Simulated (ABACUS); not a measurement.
The system is InP.

```xyz
2
Lattice="0.0000 2.9305 2.9305 2.9305 0.0000 2.9305 2.9305 2.9305 0.0000" Properties=species:S:1:pos:R:3 pbc="T T T"
In    0.0000    0.0000    0.0000
P     4.3957    4.3957    4.3957
```

Base run:

* Program: ABACUS 3.10.1
* Functional: LDA
* Potentials or basis: GBRV ultrasoft 1.5 LDA
* Cutoff: 544 eV
* Density cutoff: 4354 eV
* Basis: plane waves
* k mesh: 6 × 6 × 6
* Occupations: fermi-dirac, width 0.05 eV
* Spin: no spin polarisation

Its results: band gap on the k mesh 0.45 eV, direct; pressure -1.8 GPa.

Question: The run is repeated on the same cell with these changes: functional from LDA to OLYP; potentials or basis from GBRV ultrasoft 1.5 LDA to PseudoDojo NC SR 0.5 PBE standard; cutoff from 544 eV to 966 eV; density cutoff from 4354 eV to 3864 eV. What comes out?

Answer: Band gap on the k mesh 1.01 eV, direct; pressure 4.3 GPa.

Caveats: spin-orbit coupling is left out, which moves the levels of the heavy elements; the potentials were made for another functional, which shifts forces and pressure (some runs).

